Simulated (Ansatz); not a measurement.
Input of an Ansatz 0.2.0 run:

input.yaml

```yaml
crystal:
  lattice:
    - [0.0, 2.3, 2.3]
    - [2.3, 0.0, 2.3]
    - [2.3, 2.3, 0.0]
  atoms:
    - { symbol: Zr, position: [0.5, 0.5, 0.5] }
    - { symbol: "N", position: [0.0, 0.0, 0.0] }
hamiltonian:
  xc: pbe
  pseudopotentials: { kind: paw }
kpoints:
  mp_grid: { grid: [10, 10, 10] }
scf:
  occupations: { method: gaussian, width: 0.025 }
output:
  forces: true
  stress: true
  eigenvalues: true
```

Potentials or basis: Ansatz PAW.

Run with:

```console
$ ansatz run input.yaml --threads 2 --pin off --max-ram 5632MiB --backend cpu --events-out ev --progress --plain --runs-dir out
```

Q: Predict the band gap on the k mesh.

A: None (metal or under the smearing width).

Q: Estimate the pressure.

A: -0.9 GPa.

Caveat: the pressure holds a Pulay correction of +0.4 GPa for the finite cutoff.
